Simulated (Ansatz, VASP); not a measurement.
**MgB2: VASP beside Ansatz**

```
CELL_PARAMETERS angstrom
3.21104 0.00000 0.00000
-1.60552 2.78084 0.00000
0.00000 0.00000 3.47631
ATOMIC_POSITIONS crystal
Mg 0.00000 0.00000 0.00000
B 0.66667 0.33333 0.50000
B 0.33333 0.66667 0.50000
```

Change from the starting cell: biaxial strain in the a-b plane, c and atoms relaxed: +4.5 %.

Alike in both runs: functional PBE; k mesh 15 × 15 × 12; occupations gaussian, width 0.1 eV; no spin polarisation.

Ansatz relaxed the structure, and its values are those at the end. VASP's run is a single point on that final structure, the one shown.

|  | VASP | Ansatz |
| --- | --- | --- |
| version | VASP 6.6.1 | Ansatz 0.2.0 |
| potentials or method | VASP PAW PBE potentials, release 64 (Mg, B) | scalar-relativistic, plane waves, PAW |
| plane-wave cutoff (eV) | 520 | 420 |
| valence electrons in the cell | 8 | 16 |

|  | VASP | Ansatz | Ansatz less VASP |
| --- | --- | --- | --- |
| gap on the k mesh at the Fermi level (eV) | none | none | - |
| pressure (GPa) | -11.8 | -11.5 | +0.27 |

A gap of «none» marks a metal or a gap that the smearing closes. The functional is the same, so the differences come from potentials, cutoffs and numerics. The two sets of potentials don't hold the same shells in valence.
